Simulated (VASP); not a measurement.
TaN, 6 atoms in the cell. The structure is hexagonal, space group P6/mmm (No. 191). The conventional cell has a = 5.185 Å, b = 5.185 Å, c = 2.908 Å, α = 90.00°, β = 90.00°, γ = 120.00°. Ta (site symmetry 6/mmm) is surrounded by 6 N at 2.59 Å and 2 Ta at 2.91 Å. Ta (site symmetry -6m2) has 6 N at 2.09 Å as nearest neighbours. N (site symmetry mmm) is surrounded by 4 Ta at 2.09 Å. 

| Quantity | Value |
| --- | --- |
| Program | VASP 6.6.1 |
| Task | single point |
| Functional | HSE06 |
| Potentials or basis | VASP PAW PBE potentials, release 64 (Ta_pv, N) |
| Cutoff | 450 eV |
| k mesh | 3 × 3 × 4 |
| Occupations | gaussian, width 0.05 eV |
| Spin | collinear spin, ferromagnetic start |
| Starting moments | [0.5, 0.5, 0.5, 0.0, 0.0, 0.0] μB |
| Grid for exact exchange (PRECFOCK) | Fast |
| Screening parameter | 0.2 1/A |
| Further INCAR settings | ALGO = Normal; EDIFF = 1e-07; NBANDS = 37 |

Potentials or basis: VASP PAW PBE potentials, release 64 (Ta_pv, N).

Run with:

```sh
$ cat potpaw_PBE.64/Ta_pv/POTCAR potpaw_PBE.64/N/POTCAR > POTCAR
$ cp INCAR.step1 INCAR
$ mpirun -np 1 vasp_std > vasp.out
$ cp INCAR.step2 INCAR
$ mpirun -np 1 vasp_std > vasp.out
```

Hardware: 1 thread of Intel(R) Xeon(R) 6975P-C (Granite Rapids), with other jobs on the host.

**Question.** How long does it take, and how much memory?

**Answer.** It took 34 min on 1 thread of Intel(R) Xeon(R) 6975P-C (Granite Rapids) (shared host), peak memory 0.31 GiB. Counts: scf iterations 15, k points 9.
